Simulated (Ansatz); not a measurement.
# ZnS: energy along a strain

ZnS, F-43m, a = 5.409 Å (as given, not relaxed at this level: -0.9 GPa). The compound has several low-lying forms, and this is one of them. Ansatz: r2SCAN, PAW, 500 eV, Γ-centred 8×8×8 mesh on 2 atoms, Gaussian smearing 0.05 eV; no spin polarisation. Cell vectors (Å): 0.000 2.705 2.705; 2.705 0.000 2.705; 2.705 2.705 0.000. The cell is strained by x per cent times the pattern (1 -1 0 0 0 0) in the order xx yy zz yz xz xy (engineering shears), with fractional coordinates held. y is the free energy over the start, V0 = 19.785 Å³/atom. Symmetry makes y even in x.

```
x (%) y (meV/atom)
-4.00          8.46
-2.00          2.11
 0.00          0.00
 0.50          0.13
 1.00          0.53
 1.50          1.19
 2.50             ?
 3.00          4.76
 3.50          6.48
```

Task: Fit y = c2 x² + c4 x⁴ to the other rows, get the stiffness along the pattern, and predict the missing energy.

Result: Least squares on the rows shown. y = 0.5286 x² + 1.532×10⁻⁵ x⁴. The clamped-ion stiffness p·C·p = 2 × 5.286 eV × 160.2 / 19.785 Å³ = 86 GPa (second derivative at the start, which stands under stress). At x = 2.50 the fit asked for gives 3.30 meV/atom. The run gave 3.31 meV/atom, so the fit is 0.01 meV/atom too low, a small miss on the scale of the series.